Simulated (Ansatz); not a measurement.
# Hf-179 nuclear quadrupole resonance in HfO2

Cell: a Materials Project structure (computed, not necessarily an observed phase), taken as it stands.

```cif
data_HfO2
_symmetry_space_group_name_H-M 'Pbca'
_symmetry_Int_Tables_number 61
_cell_length_a 5.0378
_cell_length_b 9.9722
_cell_length_c 5.2024
_cell_angle_alpha 90.000
_cell_angle_beta 90.000
_cell_angle_gamma 90.000
loop_
_atom_site_label
_atom_site_type_symbol
_atom_site_symmetry_multiplicity
_atom_site_Wyckoff_symbol
_atom_site_fract_x
_atom_site_fract_y
_atom_site_fract_z
Hf Hf 8 c 0.7544 0.1154 0.4649
O9 O 8 c 0.9976 0.4771 0.2613
O17 O 8 c 0.6258 0.2895 0.6265
```

One atom of each set is listed.

Level of theory: DFT, PBE, plane waves and PAW (field gradients read without the response of the frozen cores, which leaves them typically 4 to 6 % off), scalar-relativistic, 420 eV cutoff, Γ-centred 5×3×5 k-points, Fermi–Dirac smearing 0.02 eV (Ansatz 0.2.0).

Hf-179: I = 9/2, Q = 3793 mb (year-2017 value). Static lattice, zero field.

Problem. At which frequencies do the Hf-179 NQR lines lie?

Solution. For I = 9/2 and η = 0 the lines are |C_Q|/24 times 1, 2, 3 and 4; η shifts the lowest up most.

```
site  atoms  V_zz (10²¹ V/m²)  C_Q (MHz)     η    line frequencies (MHz)
  Hf      8             11.05       1013  0.18  52.8, 81.6, 125.9, 168.4
```

Problem. And for 177Hf (I = 7/2, Q = 3365 mb) on Hf?

Solution. C_Q scales with Q to 899 MHz, with lines at 71.2, 126.3, 192.0 MHz.

At this cell the PBE pressure is 10 GPa, so with PBE the cell would grow if it were relaxed. The entry's cell may itself be off. Without spin–orbit coupling the gradients at and beside Hf can be off by some per cent, at some sites by more.

The run took 24 s of wall time (24 s of CPU time) and 1 GiB at its peak, on 1 thread of AMD EPYC 9R45 (Zen 5) (x86_64; 16 cores open to the job, memory cap 3.0 GiB, no GPU), a shared host with a load of 0.2 a core.
